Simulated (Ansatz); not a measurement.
# AlRu (Pm-3m) under biaxial strain in the (111) plane, part 2 of 2

Aim: how do the optical modes of AlRu (Pm-3m) shift and split under this strain?

Ansatz 0.2.0; DFT LDA, scalar-relativistic, plane waves, PAW; PAW set soft_1.

So far, highest optical mode at the zone centre (no LO-TO term) (cm⁻¹): step 5 (modes at rest) 325.

## (7) Zone-centre modes of the member: biaxial strain of +4 % in the (111) plane

The zone-centre modes follow for biaxial strain of +4 % in the (111) plane.

Contents of input.yaml:

```yaml
crystal:
  lattice:
    - [3.0110240598, -0.0607598366, -0.0607598366]
    - [-0.0607598366, 3.0110240598, -0.0607598366]
    - [-0.0607598366, -0.0607598366, 3.0110240598]
  atoms:
    - { symbol: Al, position: [0.0, 0.0, 0.0] }
    - { symbol: Ru, position: [0.5, 0.5, 0.5] }
kpoints:
  mp_grid: { grid: [16, 16, 16] }
hamiltonian:
  xc: lda
  pseudopotentials: { kind: paw, azcp: { folder: soft_1 }, xc_functional: pbe }
scf:
  occupations: { method: methfessel_paxton, width: 0.2 }
output:
  eigenvalues: true
phonons:
  method: dfpt
```

Started as:

```bash
$ ansatz run input.yaml --threads 4 --pin off --max-ram 10240MiB --backend cpu --events-out ev --progress --plain --runs-dir out
```

Numbers of over 12 decimals in the logs are rounded to 6 here.

Output:

```text
[...]
Crystal: 2 atoms, lattice volume = 27.265 Å³
Basis set: ecut = 420 eV, 521 PW (Γ), exchange–correlation on 48×48×48 points (8 copies of the dense FFT grid, shifted against one another)
Bands: 14, of which v1, the nominal top of the filled ones, is band 10 counted from 1 (9 counted from 0)
Symmetry: 12 space group operations
k-points: 1098 of 4096 (irreducible under 2 space group operations, time reversal used)
[...]
SCF iter   1: F=—  HF=-6273.426992 eV  |F-HF|=—  |Δ(HF+E_count)|=         —  Δρ=1.14e-1  dr2=4.28e0  ethr=3.10e-3  ⟨swp⟩=4.6  Hψ=73099  notcnv=0
[...]
SCF iter   9: F=-6272.387858 eV  HF=-6272.387858 eV  |F-HF|=1.82e-12  |Δ(HF+E_count)|=  9.09e-12  S|Δr|=    0.00e0  Δρ=3.10e-8  dr2=1.24e-13  ethr=1.00e-12  ⟨swp⟩=5.3  Hψ=58119  notcnv=0
SCF 1 converged in 9 iterations: F = -6272.387858 eV  dr2 = 1.24e-13
[...]
SCF converged after 9 iterations
[...]
Free energy (F): -6272.387858 eV
[...]
Internal energy: -6272.386844 eV  (E = F + TS)
E sigma→0 (E₀):  -6272.387604 eV
Entropy (-TS):   -0.001014 eV (-0.507 meV/atom)
Fermi energy:    15.378103 eV
[...]
--- Band table (eV; the first three rows and the last of 1098) ---
  k-point 0: bands = [... 6 lower, 11.8888, 15.3270, 15.6170, 15.6170, 21.2595, 21.3678, 21.3678, 26.3076]
  k-point 1: bands = [... 6 lower, 11.9142, 15.2603, 15.5292, 15.5979, 20.9503, 21.4625, 21.5076, 26.1414]
  k-point 2: bands = [... 6 lower, 11.9874, 15.0450, 15.2966, 15.5899, 20.1111, 21.8920, 21.8965, 25.6943]
  k-point 1097: bands = [... 6 lower, 10.9774, 16.9050, 16.9050, 17.6151, 19.1350, 19.1350, 20.2727, 23.5447]
[...]
ASR residual: 4.826e-5 → 0.000e0 eV/Å²; symmetrization residual: 1.694e-6 eV/Å²
  ASR residual per site (eV/Å²): 9.31e-6 4.83e-5
  Γ frequencies (cm⁻¹): 0.00 0.00 0.00 258.52 258.52 350.42
[...]
```

It took 22 s on 4 threads of Arm Neoverse V2, shared host; peak memory 1.3 GiB; 84 s of CPU time.

Numbers from this step:

| Property | Result |
| --- | --- |
| sum-rule residual before enforcement | 4.83e-5 eV/Å² |
| point group | -3m |
| highest optical mode at the zone centre (no LO-TO term) | 350.4 cm⁻¹ |
| lowest optical zone-centre mode | 258.5 cm⁻¹ |

Patterns of degenerate modes are one choice out of their space. The modes at Γ (shares of kinetic energy by element, %):

```
mode  frequency (cm⁻¹)  symmetry  Al %  Ru %
   1               0.0  acoustic    21    79
   2               0.0  acoustic    21    79
   3               0.0  acoustic    21    79
   4             258.5        Eu    79    21
   5             258.5        Eu    79    21
   6             350.4       A2u    79    21
```

Displacements in mode 5 (258.5 cm⁻¹), the largest set to 1:
```
Al1 -0.34  1.00 -0.66
Ru2  0.09 -0.27  0.17
```

Displacements in mode 6 (350.4 cm⁻¹), the largest set to 1:
```
Al1  1.00  1.00  1.00
Ru2 -0.27 -0.27 -0.27
```

The lowest optical mode is real, 259 cm⁻¹, and the highest lies at 350.4 cm⁻¹.

Between step 5 and this run (strain 4 %) the value for the highest optical mode at the zone centre (no LO-TO term) moves from 325 cm⁻¹ to 350 cm⁻¹ (+8 %).

## (8) Relaxation of a member: biaxial strain of -4 % in the (111) plane

The cell takes a biaxial strain of -4 % in the (111) plane. The strained lengths are held, while the rest of the cell and the atoms relax.

input.yaml, the sections that differ from step 7:

```yaml
crystal:
  lattice:
    - [2.8982533311, 0.0627605036, 0.0627605036]
    - [0.0627605036, 2.8982533311, 0.0627605036]
    - [0.0627605036, 0.0627605036, 2.8982533311]
  atoms:
    - { symbol: Al, position: [0.0, 0.0, 0.0] }
    - { symbol: Ru, position: [0.5, 0.5, 0.5] }
  conventional_axes: [[1, -1, 0], [0, 1, -1], [1, 1, 1]]
output:
  forces: true
  stress: true
  eigenvalues: true
relax:
  adjacent_minimum: "off"
  f_tol: 0.001
  max_steps: 60
  cell: { stress_tol: 0.01, fix: [a, b, gamma] }
# kpoints, hamiltonian, scf: as in step 7
# phonons: removed
```

Output:

```text
[...]
Crystal: 2 atoms, lattice volume = 24.311 Å³
Basis set: ecut = 420 eV, 467 PW (Γ)
Bands: 14, of which v1, the nominal top of the filled ones, is band 10 counted from 1 (9 counted from 0)
Symmetry: 12 space group operations
[...]
k-points: 417 of 4096
[...]
k-point 416: bands = [... 6 lower, 12.4400, 19.2782, 19.2782, 20.0086, 21.5158, 22.2576, 22.2576, 26.0539]
--- Relaxed structure (5 steps of the walk, 5 accepted, 2 SCFs on fresh bases) ---
[...]
cell:  # Å, volume = 24.5466 Å³
    - [2.908012, 0.072520, 0.072520]
    - [0.072520, 2.908012, 0.072520]
    - [0.072520, 0.072520, 2.908012]
  atoms:
    - { symbol: Al, position: [0, 0, 0] }
    - { symbol: Ru, position: [0.500000, 0.500000, 0.500000] }
[key lines of the parts left out:]
SCF converged after 4 iterations
Free energy (F): -6272.370981 eV
Fermi energy:    17.472261 eV
P = ⅓ Tr σ = 13.6736 GPa (136.736 kbar)
```

The job ended after 10 s (4 threads; peak memory 0.43 GiB; 38 s of CPU time).

Step by step:

```
step  energy less that of the first step (eV)  largest force component (eV/Å)  pressure (GPa)  volume (Å³)
   1                                   0.0000                          0.0000           16.22        24.31
   2                                  -0.0024                          0.0000           13.96        24.52
   3                                  -0.0024                          0.0000           13.69        24.54
   4                                  -0.0024                          0.0000           13.68        24.54
  5*                                  -0.0027                          0.0000           13.69        24.54
   6                                  -0.0027                          0.0000           13.67        24.55
  7*                                  -0.0027                          0.0000           13.67        24.55
```

Relaxation steps marked * repeat the geometry before them on a plane-wave basis chosen anew for their cell, so energy and pressure can jump there.

The run keeps the 12 symmetry operations that it works with, so distortions that break them were not tested.

```
conventional cell, symmetrised  before  after  change
                         a (Å)   4.010  4.010  +0.0 %
                         b (Å)   4.010  4.010  +0.0 %
                         c (Å)   5.237  5.288  +1.0 %
              volume (Å³/atom)   12.16  12.27  +1.0 %
```

The relaxed structure:

```xyz
2
Lattice="2.9080 0.0725 0.0725 0.0725 2.9080 0.0725 0.0725 0.0725 2.9080" Properties=species:S:1:pos:R:3 pbc="T T T"
Al    0.0000    0.0000    0.0000
Ru    1.5265    1.5265    1.5265
```

This step gave:

- pressure: 13.67 GPa
- volume per atom: 12.27 Å³

The forces vanish by symmetry.

The cell grew by 1.0 % in volume.

## (9) Modes of this member: biaxial strain of -4 % in the (111) plane

The zone-centre modes follow for biaxial strain of -4 % in the (111) plane.

input.yaml, the sections that differ from step 8:

```yaml
crystal:
  lattice:
    - [2.9080124727, 0.0725196452, 0.0725196452]
    - [0.0725196452, 2.9080124727, 0.0725196452]
    - [0.0725196452, 0.0725196452, 2.9080124727]
  atoms:
    - { symbol: Al, position: [0.0, 0.0, 0.0] }
    - { symbol: Ru, position: [0.5, 0.5, 0.5] }
output:
  eigenvalues: true
phonons:
  method: dfpt
# kpoints, hamiltonian, scf: as in step 8
# relax: removed
```

Output:

```text
[...]
Crystal: 2 atoms, lattice volume = 24.547 Å³
Basis set: ecut = 420 eV, 467 PW (Γ), exchange–correlation on 40×40×40 points (8 copies of the dense FFT grid, shifted against one another)
Bands: 14, of which v1, the nominal top of the filled ones, is band 10 counted from 1 (9 counted from 0)
Symmetry: 12 space group operations
k-points: 1098 of 4096 (irreducible under 2 space group operations, time reversal used)
[...]
k-point 2: bands = [... 6 lower, 13.5166, 17.1100, 17.3067, 17.7504, 22.7183, 24.5683, 24.5816, 28.2775]
  k-point 1097: bands = [... 6 lower, 12.4400, 19.2782, 19.2782, 20.0086, 21.5158, 22.2576, 22.2576, 26.0539]
[...]
ASR residual: 9.460e-5 → 0.000e0 eV/Å²; symmetrization residual: 4.053e-6 eV/Å²
  ASR residual per site (eV/Å²): 3.09e-5 9.46e-5
  Γ frequencies (cm⁻¹): 0.00 0.00 0.00 293.03 389.71 389.71
[...]
[key lines of the parts left out:]
SCF converged after 8 iterations
Free energy (F): -6272.370982 eV
Fermi energy:    17.472259 eV
```

Elapsed: 18 s, on 4 threads; peak memory 1.2 GiB.

This step gave:

```
sum-rule residual before enforcement                    : 9.46e-5 eV/Å²
highest optical mode at the zone centre (no LO-TO term) : 389.7 cm⁻¹
lowest optical zone-centre mode                         : 293.0 cm⁻¹
```

Patterns of degenerate modes are one choice out of their space. Modes at Γ, with each element's share of the kinetic energy:

```
mode  frequency (cm⁻¹)  symmetry  Al %  Ru %
   1               0.0  acoustic    21    79
   2               0.0  acoustic    21    79
   3               0.0  acoustic    21    79
   4             293.0       A2u    79    21
   5             389.7        Eu    79    21
   6             389.7        Eu    79    21
```

Displacements in mode 4 (293.0 cm⁻¹), the largest set to 1:
```
Al1  1.00  1.00  1.00
Ru2 -0.27 -0.27 -0.27
```

Displacements in mode 6 (389.7 cm⁻¹), the largest set to 1:
```
Al1 -0.57  1.00 -0.43
Ru2  0.15 -0.27  0.12
```

The lowest optical mode is real, 293 cm⁻¹, and the highest lies at 389.7 cm⁻¹.

For the highest optical mode at the zone centre (no LO-TO term), step 5 gave 325 cm⁻¹; this run, with strain -4 %, gives 390 cm⁻¹ (+20 %).

## (10) The series together

The members are set side by side, also those not shown above.

Stress is positive in compression; energies are extrapolated to zero smearing, and E0 is that at rest; the edges not held and the atoms are relaxed in each cell; all runs use 16×16×16 k points and Methfessel-Paxton smearing of 0.2 eV. State of the crystal along the series:

```
strain (%)  in-plane stress (GPa)  free strain along [111] (%)  E - E0 (meV/atom)
        -4                  20.51                        3.366              63.61
        -3                  15.07                        2.375              35.25
        -2                  9.807                        1.494              15.41
        -1                  4.774                       0.7063              3.789
         0                0.00369                            0                  0
         1                  -4.49                      -0.6319              3.654
         2                 -8.691                       -1.201              14.35
         3                 -12.59                       -1.712              31.66
         4                  -16.2                       -2.171              55.19
```

Optical modes are counted from below at rest and tracked from member to member by their patterns, and modes that stay within 0.3 cm⁻¹ of each other stand once; labels, where given, are those at rest; the edges not held and the atoms are relaxed in each cell; all runs use 16×16×16 k points and Methfessel-Paxton smearing of 0.2 eV. Optical modes along the series:

```
strain (%)  optical mode 1 T1u, doublet (cm⁻¹)  optical mode 2 T1u, singlet (cm⁻¹)
        -4                               389.7                                 293
        -3                                 374                               301.7
        -2                                 358                                 310
        -1                               341.7                               317.9
         0                               325.4                               325.4
         1                               308.8                               332.3
         2                               292.2                               338.8
         3                               275.4                               344.8
         4                               258.5                               350.4
```

Value and slope at zero strain of a cubic (a lower polynomial where under five rows exist) through the rows within 2 % of rest. Slopes at rest:

```
                       mode  frequency (cm⁻¹)  shift per percent of strain (cm⁻¹)  shift per GPa of compressive stress (cm⁻¹)
optical mode 1 T1u, doublet             325.3                              -16.47                                        3.55
optical mode 2 T1u, singlet             325.3                                7.21                                       -1.55
```

## (11) Summary of results

| Item | Value |
| --- | --- |
| members | 9 |
| highest optical mode at the zone centre (no LO-TO term), at rest | 325.4 cm⁻¹ |
| biaxial modulus in the (111) plane | 463 GPa |
| optical mode 1 T1u, doublet, shift per percent | -16.47 cm⁻¹ |
| optical mode 2 T1u, singlet, shift per percent | 7.21 cm⁻¹ |

The stress changes by 4.63 GPa for each percent, a biaxial modulus of 463 GPa in the (111) plane. For each percent the free edge responds with -0.67 %. The strain lowers the symmetry: the level at 325.4 cm⁻¹ splits, into 389.7 and 293.0 cm⁻¹ at -4 %. The fastest shift in the table of slopes is -16.5 cm⁻¹ for each percent (optical mode 1 T1u, doublet), or 3.5 cm⁻¹ for each GPa of compressive stress. For small strain, the measured shift of a line that Raman or infrared light can see, divided by its slope, estimates the stress, if the state of stress is of this kind. These are harmonic frequencies at zero temperature: anharmonic shifts, linewidths and thermal expansion are left out. With no gap, or one that is small against the smearing, the frequencies hang on the k mesh and the smearing, most of all near Kohn anomalies. The runs are without spin polarisation, although the cell has an odd electron count. The PAW files were made for PBE; the program adapts parts of them to the functional of the run, but their partial waves stay those of PBE, an approximation that was not tested in this session. Only the zone centre was solved, so an instability at another wavevector cannot show here.

[Logs are printed without paths, hosts, clocks, repeated set-up lines and the standing remarks that a program may print on its own settings, such as how far it seeks lower states.]

[Hosts, paths, dates, database ids (printed as entryN), source tags and the programs' standing remarks are cut or masked in the printed files.]
